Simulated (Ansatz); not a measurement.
ZrC:

```
Zr C
1.0
     3.39148    0.00000    0.00000
    -1.69574    2.93710    0.00000
     0.00000    0.00000    5.29005
Zr C
2 2
Direct
  0.66667 0.33333 0.75000
  0.33333 0.66667 0.25000
  0.00000 0.00000 0.50000
  0.00000 0.00000 0.00000
```

The cell comes from a database or a generator and needn't be the stable form of this composition.

Base run:

```yaml
Program: Ansatz 0.2.0
Functional: PBEsol
Potentials_or_basis: all-electron LAPW, scalar-relativistic
Cutoff: 235 eV (chosen from the basis error)
Basis_error_allowed: 0.002 eV/atom
k_mesh: 9 × 9 × 5
Occupations: fermi-dirac, width 0.05 eV
Spin: no spin polarisation
Hubbard_terms: Zr d U = 2 eV
```

Its results: band gap on the k mesh none (metal or under the smearing width); pressure -5.4 GPa.

Question: The run is repeated on the same cell with these changes: hubbard terms from Zr d U = 2 eV to Zr d U = 8 eV. What comes out?

Answer: Band gap on the k mesh none (metal or under the smearing width); pressure 3.5 GPa.

Caveats: U is the effective U less J, on atomic orbitals that reach past the spheres; U without spin polarisation on a metal has little footing; the U is typed as a test and isn't derived for this compound.
